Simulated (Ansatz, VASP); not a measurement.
Two plane-wave programs on Ag

```
CELL_PARAMETERS angstrom
0.00000 1.93416 1.93416
1.93416 0.00000 1.93416
1.93416 1.93416 0.00000
ATOMIC_POSITIONS crystal
Ag 0.00000 0.00000 0.00000
```

Alike in both runs: task relaxation of cell and atoms; functional PBE; k mesh 8 × 8 × 8; occupations gaussian, width 0.1 eV; no spin polarisation.

|  | VASP | Ansatz |
| --- | --- | --- |
| version | VASP 6.6.1 | Ansatz 0.2.0 |
| potentials or method | VASP PAW PBE potentials, release 64 (Ag) | scalar-relativistic, plane waves, PAW |
| plane-wave cutoff (eV) | 600 | 420 |
| valence electrons in the cell | 11 | 19 |

|  | VASP | Ansatz | Ansatz less VASP |
| --- | --- | --- | --- |
| gap on the k mesh at the Fermi level, each at its own relaxed structure (eV) | none | none | - |
| relaxed volume (Å³/atom) | 18.02 | 17.95 | -0.069 |
| relaxed cell length with the largest relative difference (Å) | 2.943 | 2.939 | -0.0038 |
| energy change over the relaxation (meV/atom) | -299 | -306 | -6.8 |

A gap of «none» marks a metal or a gap that the smearing closes. The two sets of potentials don't hold the same shells in valence.

Caveats: the volume moved by over 15 % at a fixed basis, so the end points are rough (VASP).
